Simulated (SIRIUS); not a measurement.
BaTiO3:

```
Ba Ti O
1.0
     2.82737    1.63238    2.31839
    -2.82737    1.63238    2.31839
     0.00000   -3.26476    2.31839
Ba Ti O
1 1 3
Cartesian
  0.0000 0.0000 0.0000
  0.0000 0.0000 3.3698
  1.3885 -0.8017 2.3988
  -1.3885 -0.8017 2.3988
  0.0000 1.6033 2.3988
```

* Program: SIRIUS 7.12.0
* Task: relaxation of cell and atoms
* Functional: PBEsol
* Dispersion: D3(BJ)
* Potentials or basis: PseudoDojo 0.4.1 PBE standard (scalar relativistic)
* Cutoff: 1152 eV
* Density cutoff: 4606 eV
* k mesh: 3 × 3 × 3
* Occupations: fermi-dirac, width 0.05 eV
* Spin: no spin polarisation

At the start: pressure -4.0 GPa; volume 12.84 Å³/atom.

Task: How do energy, volume and symmetry change on relaxing?

Result: Over 7 steps the energy falls by 5.3 meV/atom and the volume is 12.54 Å³/atom (-2.3 %); space group R3m (No. 160, to 0.05 Å).

The path:
```csv
step,energy change (eV),largest force (eV/Å),pressure (GPa),volume (Å³)
1,0.0000,0.2733,-4.01,64.20
2,-0.0063,0.1992,-3.45,64.02
3,-0.0227,0.2215,-0.22,63.02
4,-0.0240,0.1763,-0.29,62.98
5,-0.0261,0.0417,-0.22,62.76
6,-0.0262,0.0255,-0.23,62.75
7,-0.0263,0.0174,-0.14,62.70
```

Final structure:
```cif
data_structure
_symmetry_space_group_name_H-M 'P 1'
_symmetry_Int_Tables_number 1
_cell_length_a 3.9727
_cell_length_b 3.9727
_cell_length_c 3.9727
_cell_angle_alpha 89.829
_cell_angle_beta 89.829
_cell_angle_gamma 89.829
_cell_volume 62.70
loop_
_atom_site_label
_atom_site_type_symbol
_atom_site_fract_x
_atom_site_fract_y
_atom_site_fract_z
_atom_site_occupancy
Ba1 Ba 0.99635 0.99635 0.99635 1
Ti1 Ti 0.48332 0.48332 0.48332 1
O1 O 0.51177 0.01600 0.51177 1
O2 O 0.01600 0.51177 0.51177 1
O3 O 0.51177 0.51177 0.01600 1
```

Caveat: the k mesh is coarse (spacing up to 0.52 Å⁻¹), so the values aren't converged; this release of the barium file is off; the potentials were made for another functional, which shifts forces and pressure.
